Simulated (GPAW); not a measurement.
# TiO2 (P4_2/mnm) in GPAW: phonons with PBE+D3(BJ)

Aim: the phonons of TiO2 with PBE+D3(BJ).

All numbers are computed with GPAW 26.7.0; they aren't measurements. Logs are shortened: lines on timing, memory, paths and dates and some standing lists are left out, and cuts for length are marked. The log counts tension as positive stress, the text compression.

## 1. Starting point

It takes space group P4_2/mnm (No. 136, tetragonal). Conventional cell: a = 4.600 Å, b = 4.600 Å, c = 2.959 Å, α = 90.00°, β = 90.00°, γ = 90.00°. Ti (site symmetry mmm) is surrounded by 6 O at 1.95 to 1.98 Å. O (site symmetry m2m) has 3 Ti at 1.95 to 1.98 Å as nearest neighbours.

The cell is a database's computed one.

## 2. Phonons, PBE+D3(BJ)

run.py reads:

```python
import json
import numpy as np
from ase import Atoms
from ase.calculators.mixing import SumCalculator
from ase.constraints import FixSymmetry
from ase.io import read, write
from ase.optimize import BFGS
from dftd3.ase import DFTD3
from phonopy import Phonopy
from phonopy.structure.atoms import PhonopyAtoms
from gpaw import GPAW, PW

atoms = read('TiO2.cif')

calc = GPAW(mode=PW(800),
            xc='PBE',
            kpts={'size': (6, 6, 9), 'gamma': True},
            occupations={'name': 'fermi-dirac', 'width': 0.05},
            nbands=43,
            convergence={'density': 1e-06, 'eigenstates': 1e-09},
            random=True,
            maxiter=50,
            txt='gpaw.txt')
atoms.calc = SumCalculator([calc, DFTD3(method='pbe', damping='d3bj')])
atoms.set_constraint(FixSymmetry(atoms))
BFGS(atoms, trajectory='relax.traj', logfile='-').run(fmax=0.005, steps=40)
atoms.set_constraint()
energy = atoms.get_potential_energy()
forces = atoms.get_forces()
stress = atoms.get_stress()
calc.write('gs.gpw')
write('result.traj', atoms)
print('Cell:', atoms.cell.cellpar().round(4))
print(atoms.get_scaled_positions().round(5))

def force_constants(scale):
    unit = PhonopyAtoms(symbols=atoms.get_chemical_symbols(), cell=atoms.cell[:] * scale**(1 / 3),
                        scaled_positions=atoms.get_scaled_positions())
    ph = Phonopy(unit, supercell_matrix=np.diag([1, 1, 1]), primitive_matrix=np.eye(3), symprec=1e-4)
    ph.generate_displacements(distance=0.02)
    forces = []
    for i, sc in enumerate(ph.supercells_with_displacements):
        a = Atoms(sc.symbols, cell=sc.cell, scaled_positions=sc.scaled_positions, pbc=True)
        c = GPAW(mode=PW(800),
                 xc='PBE',
                 kpts={'size': (6, 6, 9), 'gamma': True},
                 occupations={'name': 'fermi-dirac', 'width': 0.05},
                 nbands=43,
                 convergence={'density': 1e-06, 'eigenstates': 1e-09},
                 random=True,
                 maxiter=50,
                 txt=f'disp-{scale:.3f}-{i:02d}.txt')
        a.calc = SumCalculator([c, DFTD3(method='pbe', damping='d3bj')])
        f = a.get_forces()
        forces.append(f - f.mean(axis=0))
        print(f'displacement {i}: drift', f.mean(axis=0).round(5), flush=True)
    ph.forces = forces
    ph.produce_force_constants()
    ph.symmetrize_force_constants()
    return ph

qpoints = [[0.0, 0.0, 0.0]]
results = {}
for scale in [1.0]:
    ph = force_constants(scale)
    ph.run_qpoints(qpoints)
    nu = ph.qpoints.frequencies * 33.35641  # THz to cm^-1
    results[f'{scale:.3f}'] = nu.tolist()
    for qp, f in zip(qpoints, nu):
        print(scale, np.round(qp, 4), f.round(2))
json.dump(results, open('phonons.json', 'w'))
```

TiO2.cif reads:

```cif
data_TiO2
_cell_length_a 4.59983732
_cell_length_b 4.59983732
_cell_length_c 2.95921356
_cell_angle_alpha 90.00000000
_cell_angle_beta 90.00000000
_cell_angle_gamma 90.00000000
_space_group_name_H-M_alt 'P4_2/mnm'
_space_group_name_Hall '-P 4n 2n'
_space_group_IT_number 136
loop_
_space_group_symop_operation_xyz
'x,y,z'
'-x,-y,-z'
'-y+1/2,x+1/2,z+1/2'
'y+1/2,-x+1/2,-z+1/2'
'-x,-y,z'
'x,y,-z'
'y+1/2,-x+1/2,z+1/2'
'-y+1/2,x+1/2,-z+1/2'
'x+1/2,-y+1/2,-z+1/2'
'-x+1/2,y+1/2,z+1/2'
'-y,-x,-z'
'y,x,z'
'-x+1/2,y+1/2,-z+1/2'
'x+1/2,-y+1/2,z+1/2'
'y,x,-z'
'-y,-x,z'
loop_
_atom_site_label
_atom_site_type_symbol
_atom_site_symmetry_multiplicity
_atom_site_Wyckoff_symbol
_atom_site_fract_x
_atom_site_fract_y
_atom_site_fract_z
_atom_site_occupancy
Ti1 Ti 2 b 0.0000000000 0.0000000000 0.5000000000 1
O1 O 4 g 0.3043213200 0.3043213200 0.5000000000 1
```

Potentials or basis: GPAW PAW data sets (gpaw-data 1.2.1), pw.

Run with:

```sh
OMP_NUM_THREADS=1 python run.py
```

gpaw.txt:

```text
__  _  _
 | _ |_)|_||  |
 |__||  | ||/\| - 26.7.0

Input parameters:
  mode=PW(ecut=800.0),
  convergence={'density': 1e-06, 'eigenstates': 1e-09},
  kpts=MonkhorstPack(size=(6, 6, 9), gamma=True),
  maxiter=50,
  nbands=43,
  occupations=Occupations(name='fermi-dirac', width=0.05),
  random=True,
  xc=XC(name='PBE')
Initializing wave functions with random numbers
    .----------.
   /|          |
  / |          |
 *  |      O   |
 |  .O---------.
 Ti/  O Ti    /
 |/       O  /
 *----------*
[... 11 lines left out ...]
Unit cell  # Å
| periodic |        x |        y |        z |  lengths |    angles |
|----------|----------|----------|----------|----------|-----------|
|      yes | 4.599837 | 0.000000 | 0.000000 | 4.599837 | 90.000000 |
|      yes | 0.000000 | 4.599837 | 0.000000 | 4.599837 | 90.000000 |
|      yes | 0.000000 | 0.000000 | 2.959214 | 2.959214 | 90.000000 |

Number of symmetries: 8
Symmetry operations  # r_c * U_cc + t_c -> r_c
|   | kind |            matrix            |
|---|------|------------------------------|
| 0 |  E   |  1, 0, 0,  0, 1, 0,  0, 0, 1 |
| 1 |  σ   |  1, 0, 0,  0, 1, 0,  0, 0,-1 |
| 2 |  σ   |  0, 1, 0,  1, 0, 0,  0, 0, 1 |
| 3 |  C2  |  0, 1, 0,  1, 0, 0,  0, 0,-1 |
| 4 |  σ   |  0,-1, 0, -1, 0, 0,  0, 0, 1 |
| 5 |  C2  |  0,-1, 0, -1, 0, 0,  0, 0,-1 |
| 6 |  C2  | -1, 0, 0,  0,-1, 0,  0, 0, 1 |
| 7 |  i   | -1, 0, 0,  0,-1, 0,  0, 0,-1 |

BZ-sampling:
  Number of BZ points: 324
  Number of IBZ points: 65

  Monkhorst-Pack size: [6, 6, 9]
  Monkhorst-Pack shift: [0.08333333333333333, 0.08333333333333333, 0.0]

K-points  # in reciprocal-cell coordinates
|     |                                coordinates |     weight |
|-----|--------------------------------------------|------------|
|   0 | (  0.00000000,   0.00000000,   0.00000000) | 0.00308642 |
|   1 | (  0.00000000,   0.00000000,   0.11111111) | 0.00617284 |
|   2 | (  0.00000000,   0.00000000,   0.22222222) | 0.00617284 |
|   3 | (  0.00000000,   0.00000000,   0.33333333) | 0.00617284 |
|   4 | (  0.00000000,   0.00000000,   0.44444444) | 0.00617284 |
|   5 | (  0.16666667,  -0.16666667,   0.00000000) | 0.00617284 |
|   6 | (  0.16666667,  -0.16666667,   0.11111111) | 0.01234568 |
|   7 | (  0.16666667,  -0.16666667,   0.22222222) | 0.01234568 |
|   8 | (  0.16666667,  -0.16666667,   0.33333333) | 0.01234568 |
|   9 | (  0.16666667,  -0.16666667,   0.44444444) | 0.01234568 |
| ... |                                            |            |
|  64 | (  0.50000000,   0.50000000,   0.44444444) | 0.00617284 |

Plane wave coefficients: 3249
Cutoff: 800.0 eV

Spin-components: 1 (collinear spins)
Bands:           43
Projectors:      32
Spin-degeneracy: 2
Datatype:        complex128

Parallelization:
  kpt:    1
  domain: 1
  band:   1

Density:
  Valence electrons: 48.0
  Components: 1
  Grid points: [32 32 20]
  Charge: 0.0  # |e|

Potential:
  Grid points: [32 32 20]

species:
  Ti:
    name:    Titanium
    Z:       22.0
    valence: 12
    core:    10
    charge:  0.0  # [|e|]
    compensation charges:
      type: gauss
      rc: 0.38  # [Å]
      lmax: 2
    cutoffs:
      filter: 2.23  # [Å]
      core: 1.02  # [Å]
    projectors
    | kind |    occ | energy [eV] | rcut [Å] |
    |------|--------|-------------|----------|
    |   3s |  2.000 |     -62.623 |    1.270 |
    |   4s |  2.000 |      -4.466 |    1.270 |
    |   3p |  6.000 |     -38.862 |    1.058 |
    |   4p |  0.000 |      -1.466 |    1.058 |
    |   3d |  2.000 |      -4.258 |    1.058 |
    |    d |        |      22.953 |    1.058 |

    Using partial waves for Ti as LCAO basis

  O:
    name:    Oxygen
    Z:       8.0
    valence: 6
    core:    2
    charge:  0.0  # [|e|]
    compensation charges:
      type: gauss
      rc: 0.21  # [Å]
      lmax: 2
    cutoffs:
      filter: 1.17  # [Å]
      core: 0.83  # [Å]
    projectors
    | kind |    occ | energy [eV] | rcut [Å] |
    |------|--------|-------------|----------|
    |   2s |  2.000 |     -23.961 |    0.688 |
    |   2p |  4.000 |      -9.029 |    0.598 |
    |    s |        |       3.251 |    0.688 |
    |    p |        |      18.182 |    0.598 |
    |    d |        |       0.000 |    0.619 |

    Using partial waves for O as LCAO basis

Reference energy: -54611.437768  # eV

eigensolver:
  PPCG
  Converge bands: occupied
  niter=2

density mixing:
  MSR1-Mixer
  Pratt-step length: 0.05
  Maximum mixing coefficient: 0.75
  Old densities: 10
  SVD Regularization: 0.005
  Good broyden scale: 1.0
  Trust region scale: 1.0
  Backstep threshold: 4.0
  History deletion threshold: 6.0
  Fourier metric: weight=20.0, sigma=0.015

occupation numbers:
  Fermi-Dirac:
    width: 0.0500  # eV

poisson solver:
  ecut: 6400.0  # eV

xc functional:
  name: PBE with 2 nearest neighbor stencil

convergence criteria:
- Maximum integral of absolute [dens]ity change: 1e-06 electrons / valence electron
- Maximum integral of absolute [eigenst]ate change: 1e-09 eV^2 / valence electron
- Maximum [total energy] change in last 3 cyles: 0.0005 eV / valence electron
maximum number of iterations: 50

SCF iterations
|iter     | |      energy | eigst |  dens |
|---------|-|-------------|-------|-------|
|iter:   1| |  167.863849 | +3.53 |       |
|iter:   2| |  -22.571750 | +2.34 | -0.45 |
|iter:   3| |  -67.751703 | +0.99 | -1.07 |
|iter:   4| |  -63.159668 | -1.09 | -0.71 |
|iter:   5| |  -53.760381 | -0.94 | -0.76 |
|iter:   6| |  -54.190823 | -0.80 | -1.05 |
|iter:   7| |  -53.092393 | -0.99 | -1.05 |
|iter:   8| |  -57.579470 | -1.18 | -1.14 |
|iter:   9| |  -52.319463 | -0.83 | -0.91 |
|iter:  10| |  -52.381191 | -2.74 | -1.67 |
|iter:  11| |  -52.270367 | -3.00 | -1.70 |
|iter:  12| |  -52.259869 | -2.87 | -2.06 |
|iter:  13| |  -52.253279c| -4.59 | -2.22 |
|iter:  14| |  -52.248192c| -4.39 | -2.38 |
|iter:  15| |  -52.246952c| -4.84 | -2.70 |
|iter:  16| |  -52.246672c| -5.34 | -3.03 |
|iter:  17| |  -52.246659c| -6.32 | -3.57 |
|iter:  18| |  -52.246660c| -7.28 | -4.15 |
[... 93 lines left out ...]
SCF iterations
|iter     | |      energy | eigst |  dens |
|---------|-|-------------|-------|-------|
|iter:   1| |  -52.246705c| -5.42 |       |
|iter:   2| |  -52.246704c| -8.11 | -4.33 |
|iter:   3| |  -52.246704c| -7.65 | -4.38 |
|iter:   4| |  -52.246704c| -8.01 | -4.77 |
|iter:   5| |  -52.246703c| -9.31c| -5.22 |
|iter:   6| |  -52.246703c| -9.97c| -5.49 |
|iter:   7| |  -52.246703c|-10.36c| -6.39c|
[... 90 lines left out ...]
SCF iterations
|iter     | |      energy | eigst |  dens |
|---------|-|-------------|-------|-------|
|iter:   1| |  -52.246743c| -4.67 |       |
|iter:   2| |  -52.246742c| -7.35 | -3.95 |
|iter:   3| |  -52.246738c| -7.08 | -4.00 |
|iter:   4| |  -52.246737c| -7.06 | -4.30 |
|iter:   5| |  -52.246737c| -7.92 | -4.46 |
|iter:   6| |  -52.246737c| -8.95 | -5.06 |
|iter:   7| |  -52.246737c| -9.50c| -5.82 |
|iter:   8| |  -52.246737c|-10.13c| -6.37c|
[... 48 lines left out ...]
Forces  # eV/Ang
|        x |        y |       z |
|----------|----------|---------|
| -0.00000 |  0.00000 | 0.00000 |  # Ti   0
|  0.00000 |  0.00000 | 0.00000 |  # Ti   1
|  0.00254 |  0.00254 | 0.00000 |  # O    2
| -0.00254 | -0.00254 | 0.00000 |  # O    3
| -0.00253 |  0.00253 | 0.00000 |  # O    4
|  0.00253 | -0.00253 | 0.00000 |  # O    5

Stress tensor  # eV/Ang^3
|         x |         y |         z |
|-----------|-----------|-----------|
| -0.033446 |  0.000000 |  0.000000 |
|  0.000000 | -0.033446 |  0.000000 |
|  0.000000 |  0.000000 | -0.031566 |

# Writing to gs.gpw (mode='')
```

It took 21 min on 1 thread of Intel Xeon 6975P-C (Granite Rapids), shared host; peak memory 1.4 GiB.

Results:

| Property | Result |
| --- | --- |
| Free energy | -53.7331 eV |
| Pressure after relaxing | 1.3 GPa |
| Band gap on the k mesh | 1.86 eV, direct |
| Highest phonon frequency at Γ, LO-TO splitting left out | 802 cm⁻¹ |
| Dispersion energy per atom | -0.248 eV |

Stress tensor (GPa, compression positive):
```
1.42 0.00 0.00
0.00 1.42 0.00
0.00 0.00 1.12
```

Final structure:
```yaml
crystal:
  lattice:
    - [4.59984, 0.00000, 0.00000]
    - [0.00000, 4.59984, 0.00000]
    - [0.00000, 0.00000, 2.95921]
  atoms:
    - { symbol: Ti, position: [0.00000, 0.00000, 0.50000] }
    - { symbol: Ti, position: [0.50000, 0.50000, 0.00000] }
    - { symbol: O, position: [0.30408, 0.30408, 0.50000] }
    - { symbol: O, position: [0.69592, 0.69592, 0.50000] }
    - { symbol: O, position: [0.19592, 0.80408, 0.00000] }
    - { symbol: O, position: [0.80408, 0.19592, 0.00000] }
```

Phonon frequencies in cm⁻¹ (negative: imaginary):
```tsv
q point	frequencies
(0.000, 0.000, 0.000)	0 0 0 82 97 107 107 129 373 373 384 419 448 448 478 478 593 802
```

Caveat: the LO-TO splitting is left out; an odd mesh through Γ misses points on the zone boundary, where band edges often lie.
